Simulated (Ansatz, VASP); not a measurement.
## Cd in VASP and in Ansatz

```
CELL_PARAMETERS angstrom
2.98877 0.00000 0.00000
-1.49438 2.58835 0.00000
0.00000 0.00000 5.63631
ATOMIC_POSITIONS crystal
Cd 0.33333 0.66667 0.25000
Cd 0.66667 0.33333 0.75000
```

Change from the starting cell: volume scaled by 1.01, PAW files.

Alike in both runs: task electric field gradients; functional PBE; k mesh 14 × 14 × 7; occupations fermi-dirac, width 0.05 eV; no spin polarisation.

```csv
,VASP,Ansatz
version,VASP 6.6.1,Ansatz 0.2.0
potentials or method,"VASP PAW PBE potentials, release 64 (Cd)","PAW with Ansatz's default frozen-core files, scalar-relativistic"
plane-wave cutoff (eV),520,420
valence electrons in the cell,24,40
```

|  | VASP | Ansatz | Ansatz less VASP |
| --- | --- | --- | --- |
| pressure (GPa) | 2.7 | 2.4 | -0.33 |
| largest component of the traceless stress (GPa) | 0.91 | 0.77 | -0.148 |
| Vzz of the field gradient on the site that differs most (V/Å²) | 80.4 | 74.9 | -5.42 |

With one functional, cell and mesh, what is left measures potentials, basis and numerics. The two sets of potentials don't hold the same shells in valence. Ansatz warned: «gradients_without_spin_orbit».
